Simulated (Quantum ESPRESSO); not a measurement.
Runs of Quantum ESPRESSO 7.5 on In. The cell holds a slab with vacuum, 3 atoms: a = 3.335 Å, b = 3.335 Å, c = 20.509 Å, α = 90.00°, β = 90.00°, γ = 120.00°. The slab is cut from a database's or a generator's crystal, which needn't be the stable form of the element.

```csv
smearing,gap on the mesh (eV),largest force (eV/Å),work function (eV)
methfessel-paxton 0.1 eV,none,0.04,(a)
methfessel-paxton 0.01 eV,none,0.01,3.82
methfessel-paxton 0.05 eV,none,0.02,3.84
fermi-dirac 0.05 eV,none,0.06,3.86
methfessel-paxton 0.025 eV,none,0.01,3.82
methfessel-paxton 0.2 eV,none,0.06,3.86
```

Alike in all rows: task work function; level PBE; potentials or basis PseudoDojo 0.4.1 SR PBE standard; no spin polarisation; cell as given; k mesh 9 × 9 × 1; cutoff (eV) 952.

Question: Fill in the values left out.

Answer: (a) 3.87.

A k mesh can miss the band edges, and the runs leave out spin-orbit coupling on In.

A gap of «none» marks a metal or a gap under the smearing width.

Not every run made on this cell is shown here.
